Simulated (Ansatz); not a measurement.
# YN: the cost of one run

Method: DFT PBE, with the methods named in each step, in Ansatz 0.2.0.

### Step 1. The system as given

It takes space group Fm-3m (No. 225, cubic). Conventional cell: a = 4.897 Å, b = 4.897 Å, c = 4.897 Å, α = 90.00°, β = 90.00°, γ = 90.00°. Around Y (site symmetry m-3m) lie 6 N at 2.45 Å. Around N (site symmetry m-3m) lie 6 Y at 2.45 Å.

Coordinates:

```xyz
2
Lattice="0.0000 2.4484 2.4484 2.4484 0.0000 2.4484 2.4484 2.4484 0.0000" Properties=species:S:1:pos:R:3 pbc="T T T"
Y     0.0000    0.0000    0.0000
N     2.4484    2.4484    2.4484
```

Whether this phase is the stable one at these pressures isn't tested.

Atoms are numbered in the order of the input: Y1, N2.

### Step 2. The reference volume, LAPW

input.yaml

```yaml
crystal:
  lattice:
    - [0.0, 2.4483614544, 2.4483614544]
    - [2.4483614544, 0.0, 2.4483614544]
    - [2.4483614544, 2.4483614544, 0.0]
  atoms:
    - { symbol: "Y", position: [0.0, 0.0, 0.0] }
    - { symbol: "N", position: [0.5, 0.5, 0.5] }
kpoints:
  mp_grid: { grid: [13, 13, 13] }
  band_path:
    path:
      - [0.0, 0.0, 0.0]
      - [0.5, 0.0, 0.5]
      - [0.625, 0.25, 0.625]
      - [0.375, 0.375, 0.75]
      - [0.0, 0.0, 0.0]
      - [0.5, 0.5, 0.5]
      - [0.5, 0.25, 0.75]
      - [0.5, 0.0, 0.5]
    npoints: 14
scf:
  occupations: { method: fermi_dirac, width: 0.05 }
hamiltonian:
  xc: pbe
  pseudopotentials: { kind: all_electron, lapw: { basis_error: 0.001 } }
output:
  forces: true
  stress: true
  eigenvalues: true
  populations: true
```

Run with:

```console
$ ansatz run input.yaml --threads 1 --pin off --max-ram 2048MiB --backend cpu --events-out ev --progress --plain --runs-dir out
```

Q: Estimate wall time and peak memory on 1 thread of Arm Neoverse V1, shared host.

About 18 s, with a peak of 0.34 GiB.
